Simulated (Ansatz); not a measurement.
Clean, relaxed (100) surface of InAs, space group F-43m (No. 216) (top face towards +c; atoms held fixed, by place in the list: 1, 2, 3):

```xyz
6
Lattice="4.3045 0.0000 0.0000 0.0000 4.3045 0.0000 0.0000 0.0000 24.6093" Properties=species:S:1:pos:R:3 pbc="T T T"
As    0.0000    2.1522    8.5000
In    2.1522    2.1522   10.0219
As    2.1522    0.0000   11.5437
In    0.0000    0.0000   13.0236
As    0.0000    2.1522   14.5874
In    2.1522    2.1522   16.1646
```

The calculation used DFT PBEsol, scalar-relativistic, plane waves, PAW in Ansatz. Cutoff 420 eV; k points 7×7×1 on the computed 6-atom cell (Γ-centred); Gaussian smearing, width 0.10 eV; no spin polarisation. The cell repeats along c with a dipole correction in the vacuum.

E_ads counts from the clean slab and the free adsorbate (spin-polarised where it has unpaired electrons); negative means bound. With the adsorbate the cell is lengthened along c to keep the vacuum.

Q: H (atom) is put at the top (In) at (0.50, 0.50) site, one adsorbate per 18.5 Å². What structure does it relax to?

A: E_ads = -2.56 eV. Contacts: H–In 1.73 Å.

```xyz
7
Lattice="4.3045 0.0000 0.0000 0.0000 4.3045 0.0000 0.0000 0.0000 26.6093" Properties=species:S:1:pos:R:3 pbc="T T T"
As    0.0000    2.1522    8.5000
In    2.1522    2.1522   10.0219
As    2.1522    0.0000   11.5437
In    0.0000    0.0000   12.9991
As    0.0000    2.1522   14.6288
In    2.1522    2.1522   16.0626
H     2.1522    2.1522   17.7930
```

Each end is the local minimum or symmetric point that its start leads to. The slab is only 7.6 Å thick, so the energies aren't converged with thickness.

For at least one of the starts the bottom face's work function also shifts by over 0.1 eV: the slab is too thin to screen the adsorbate, so the work functions aren't converged with thickness.

The adsorbed runs have no spin polarisation, so weakly bound open-shell ends lie too high.